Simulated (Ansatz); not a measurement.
Here is an Ansatz 0.2.0 calculation.

The input input.yaml:

```yaml
crystal:
  lattice:
    - [0.0, 2.8338, 2.8338]
    - [2.8338, 0.0, 2.8338]
    - [2.8338, 2.8338, 0.0]
  atoms:
    - { symbol: Se, position: [0.75, 0.75, 0.75] }
    - { symbol: Zn, position: [0.0, 0.0, 0.0] }
kpoints:
  mp_grid: { grid: [6, 6, 6] }
  band_path:
    path:
      - [0.0, 0.0, 0.0]
      - [0.5, 0.0, 0.5]
      - [0.5, 0.25, 0.75]
      - [0.375, 0.375, 0.75]
      - [0.0, 0.0, 0.0]
      - [0.5, 0.5, 0.5]
      - [0.625, 0.25, 0.625]
      - [0.5, 0.25, 0.75]
    npoints: 6
scf:
  occupations: { method: fermi_dirac, width: 0.05 }
hamiltonian:
  xc: pbesol
  pseudopotentials: { kind: all_electron, lapw: { basis_error: 0.001 } }
magnetization:
  noncollinear: true
  spin_orbit: true
output:
  forces: true
  stress: true
  eigenvalues: true
```

Potentials or basis: all-electron LAPW, relativistic spinors.

Run with:

```console
$ ansatz run input.yaml --threads 1 --pin off --max-ram 3072MiB --backend cpu --events-out ev --progress --plain --runs-dir out
```

Question: Predict the pressure.

Answer: -1.1 GPa.

Question: What does it give for the band gap on the k mesh?

Answer: 1.04 eV, direct.

Question: Predict the band gap along the path.

Answer: 1.04 eV, direct.

Levels at the corners of the path, in eV from the valence-band top:
```csv
point,band 42,band 43,band 44,band 45,band 46,band 47
Γ,0.00,0.00,0.00,1.04,1.04,5.52
X,-2.42,-2.25,-2.25,2.72,2.72,3.25
W,-2.86,-2.81,-2.80,5.17,5.23,5.37
K,-3.20,-1.93,-1.93,3.35,3.35,5.34
Γ,0.00,0.00,0.00,1.04,1.04,5.52
L,-1.12,-0.89,-0.89,2.32,2.32,6.15
U,-3.20,-1.93,-1.93,3.35,3.35,5.34
W,-2.86,-2.81,-2.80,5.17,5.23,5.37
```

**Measured values to compare with.**

“Alloy Disordering Effects on the Thermal Conductivity and Energy Gap Temperature Dependence of Cd1−xZnxSe Ternary Crystals Grown by the Bridgman Method”, 2023, pmc:10253836 reports, for a bulk crystal of ZnSe at 300 K: band gap 2.695 ± 0.003 eV (an exciton energy, a little under the gap).

Measured gap of ZnSe: 2.695 eV (an exciton energy, a little under the gap; 300 K; “Alloy Disordering Effects on the Thermal Conductivity and Energy Gap Temperature Dependence of Cd1−xZnxSe Ternary Crystals Grown by the Bridgman Method”, 2023, pmc:10253836). This calculation gives 1.04 eV (-1.65 eV). So large a miss can be the level of theory's own, or it may mean another phase, state or a wrong row. The value is that of PBEsol, without temperature or zero-point motion. Semilocal functionals fall short of measured gaps as a rule.
